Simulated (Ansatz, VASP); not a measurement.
**SnSe: VASP beside Ansatz**

File INCAR:

```
  PREC = Accurate
  ENCUT = 520
  EDIFF = 1E-8
  ISMEAR = -1
  SIGMA = 0.05
  LREAL = F
  LASPH = T
  NELM = 100
  ALGO = Normal
  ISIF = 2
  LWAVE = F
  LCHARG = F
  GGA = PE
  LEFG = T
  NBANDS = 17
```

The input KPOINTS:

```
Automatic mesh
0
Gamma
  9 9 9
```

The input POSCAR:

```
SnSe
1.0
    0.0000000000      3.0104337128      3.0104337128
    3.0104337128      0.0000000000      3.0104337128
    3.0104337128      3.0104337128      0.0000000000
Sn Se
1 1
Direct
    0.0000000000      0.0000000000      0.0000000000
    0.5000000000      0.5000000000      0.5000000000
```

Input for Ansatz:

```yaml
crystal:
  lattice:
    - [0.0, 3.0104337128, 3.0104337128]
    - [3.0104337128, 0.0, 3.0104337128]
    - [3.0104337128, 3.0104337128, 0.0]
  atoms:
    - { symbol: Sn, position: [0.0, 0.0, 0.0] }
    - { symbol: Se, position: [0.5, 0.5, 0.5] }
kpoints:
  mp_grid: { grid: [9, 9, 9] }
scf:
  occupations: { method: fermi_dirac, width: 0.05 }
hamiltonian:
  xc: pbe
  pseudopotentials: { kind: paw }
output:
  forces: true
  stress: true
  eigenvalues: true
  efg: { contact_densities: true }
  populations: true
```

Change from the starting cell: shortest bond scaled by 1, PAW files.

Alike in both runs: task electric field gradients; functional PBE; k mesh 9 × 9 × 9; occupations fermi-dirac, width 0.05 eV; no spin polarisation.

```csv
,VASP,Ansatz
version,VASP 6.6.1,Ansatz 0.2.0
potentials or method,"VASP PAW PBE potentials, release 64 (Sn_d, Se)","PAW with Ansatz's default frozen-core files, scalar-relativistic"
plane-wave cutoff (eV),520,420
valence electrons in the cell,20,30
```

```tsv
	VASP	Ansatz	Ansatz less VASP
pressure (GPa)	1.0	1.0	0.00
Vzz of the field gradient on the site that differs most (V/Å²)	0.0	0.0	0.00
```

The two sets of potentials don't hold the same shells in valence. Ansatz warned: «gradients_without_spin_orbit».
